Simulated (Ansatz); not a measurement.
A single-point calculation of Ge built on the lonsdaleite prototype with Ansatz, at the level r2SCAN. The cell was relaxed with r2SCAN and then strained (isotropic +2.0 % on every length), with the atoms relaxed again with r2SCAN; k points keep the names of the unstrained zone.

input.yaml:
```yaml
crystal:
  lattice:
    - [4.0775675115, 0.0, 0.0]
    - [-2.0387837557, 3.5312770506, 0.0]
    - [0.0, 0.0, 6.724675907]
  atoms:
    - { symbol: Ge, position: [0.3333333333, 0.6666666667, 0.000369599] }
    - { symbol: Ge, position: [0.6666666667, 0.3333333333, 0.500369599] }
    - { symbol: Ge, position: [0.3333333333, 0.6666666667, 0.374630401] }
    - { symbol: Ge, position: [0.6666666667, 0.3333333333, 0.874630401] }
kpoints:
  mp_grid: { grid: [12, 12, 4] }
  band_path:
    path:
      - [0.0, 0.0, 0.0]
      - [0.5, 0.0, 0.0]
      - [0.3333333333, 0.3333333333, 0.0]
      - [0.0, 0.0, 0.5]
      - [0.5, 0.0, 0.5]
      - [0.3333333333, 0.3333333333, 0.5]
      - [0.0, 0.0, -0.046631]
      - [-0.002604, 0.0, 0.195312]
    npoints: 1
hamiltonian:
  xc: r2scan
scf:
  occupations: { method: fermi_dirac, width: 0.02 }
  n_extra_bands: 5
output:
  forces: true
  stress: true
  eigenvalues: true
  write_density: true
  write_potential: true
  elf: true
  volumetric_format: npy
```

Command: `ansatz run input.yaml --threads 2 --pin off --max-ram 2211MiB --backend cpu --events-out ev --progress --plain --runs-dir out`. It took 28 s on 2 threads of Arm Neoverse N1, with other jobs on the host, load about 0.9 per core; peak host memory 0.67 GiB.

Question: Predict the output.

Answer: The log, with set-up remarks and timings taken out:
```
Pseudopotential: Ge, paw, valence charge 14, recommended cutoff 500 eV (meta_gga)
Functional definition: r2SCAN
Crystal: 4 atoms, lattice volume = 96.829 Å³
Basis set: ecut = 500 eV, 2491 PW (Γ)
Bands: 33, of which v1, the nominal top of the filled ones, is band 28 counted from 1 (27 counted from 0)
Symmetry: 24 space group operations
Space group: P63/mmc (ITA 194)
k-points: 57 of 576
Free energy (F): -17211.491605 eV
Internal energy: -17211.491518 eV  (E = F + TS)
E sigma→0 (E₀):  -17211.491561 eV
Entropy (-TS):   -0.000087 eV (-0.022 meV/atom)
Fermi energy:    7.630627 eV
--- Forces (eV/Å), atoms counted from 1 ---
  atom   1  Ge      0.00000      0.00000    -0.00981
  atom   2  Ge      0.00000      0.00000    -0.00981
  atom   3  Ge      0.00000      0.00000      0.00981
  atom   4  Ge      0.00000      0.00000      0.00981
--- Stress (GPa, compression-positive) ---
       -3.649018       0.000000       0.000000
        0.000000      -3.649018       0.000000
        0.000000       0.000000      -3.485097
  P = ⅓ Tr σ = -3.5944 GPa (-35.944 kbar)
--- Band table (eV; the first three rows and the last of 57) ---
  k-point 0: bands = […, -0.0362, 6.1037, 6.1037, 7.4081, 7.4167, 7.6000, 7.6748, 7.6748, 9.9925, 9.9925, …]
  k-point 1: bands = […, 0.8434, 5.0172, 6.2667, 6.2667, 7.3272, 7.3272, 7.7960, 8.8530, 10.3610, 10.3610, …]
  k-point 2: bands = […, 2.7265, 2.7265, 6.7214, 6.7214, 6.7214, 6.7214, 8.3427, 8.3427, 11.1075, 11.1075, …]
  k-point 56: bands = […, -0.6599, -0.6599, 3.4361, 3.4361, 5.5705, 5.5705, 9.0180, 9.0180, 12.0083, 12.0083, …]
```
Only the leading digits can be foreseen; the rest is this run's record.

The rows of the band table are 0: (0, 0, 0) = Γ, 1: (0, 0, 1/4), 2: (0, 0, -1/2) = A, 56: (1/3, 1/3, -1/2) = H.

The file bands.tsv (bands near the Fermi energy, numbered from 0, rounded):
```tsv
# k_distance	band_23	band_24	band_25	band_26	band_27	band_28	band_29	band_30	band_31
# fermi_ev = 7.630627
# [0, 0, 0] at k_distance = 0.000000
# [0.5, 0, 0] at k_distance = 0.889648
# [0.3333333333, 0.3333333333, 0] at k_distance = 1.403286
# [0, 0, 0.5] at k_distance = 2.531802
# [0.5, 0, 0.5] at k_distance = 3.421450
# [0.3333333333, 0.3333333333, 0.5] at k_distance = 3.935088
# [0, 0, -0.046631] at k_distance = 5.082327
# [-0.002604, 0, 0.195312] at k_distance = 5.308433
# levels_relative_to = fermi_ev
0.000	-1.527	-1.527	-0.223	-0.214	-0.031	0.044	0.044	2.362	2.362
0.890	-6.881	-4.505	-3.073	-2.744	-1.491	0.740	1.708	3.772	3.868
1.403	-7.769	-4.879	-3.411	-3.411	-3.154	1.770	4.564	4.564	5.137
2.532	-4.904	-0.909	-0.909	-0.909	-0.909	0.712	0.712	3.477	3.477
3.421	-7.971	-2.560	-2.560	-2.428	-2.428	0.646	0.646	2.375	2.375
3.935	-8.291	-4.195	-4.195	-2.060	-2.060	1.387	1.387	4.378	4.378
5.082	-1.521	-1.521	-0.653	-0.024	0.030	0.030	0.196	2.377	2.377
5.308	-2.087	-1.428	-1.427	-0.184	-0.183	0.091	1.138	2.600	2.600
```
In order the rows are Γ, M, K, A, L, H, Γ–A (0.09), (-0.003, 0, 0.195).

Planar averages along the third cell vector, from rho_z.tsv and v_z.tsv (valence density with its augmentation; electrostatic potential energy of an electron, of which only differences have a meaning):
```
z (Å)  ρ (e/Å³)  v_es (eV)
 0.00     1.411       0.45
 0.40     0.423       3.79
 0.94     0.110       8.95
 1.34     0.094       9.80
 1.75     0.139       7.55
 2.15     0.490       3.47
 2.69     1.161      -0.67
 3.09     0.907      -1.09
 3.50     1.185       1.48
 3.90     0.250       5.11
 4.44     0.098       9.57
 4.84     0.100       9.46
 5.25     0.186       6.16
 5.65     0.864       2.29
 6.19     0.839      -1.18
 6.59     1.245      -0.48
```

With r2SCAN the gap closes, the bands meeting at Γ–A (0.09 of the way from Γ). The mean pressure is -3.59 GPa (compression positive), so r2SCAN would shrink the cell's volume.

Calculated for a static, non-magnetic cell.

The runs are scalar-relativistic, without spin-orbit coupling.
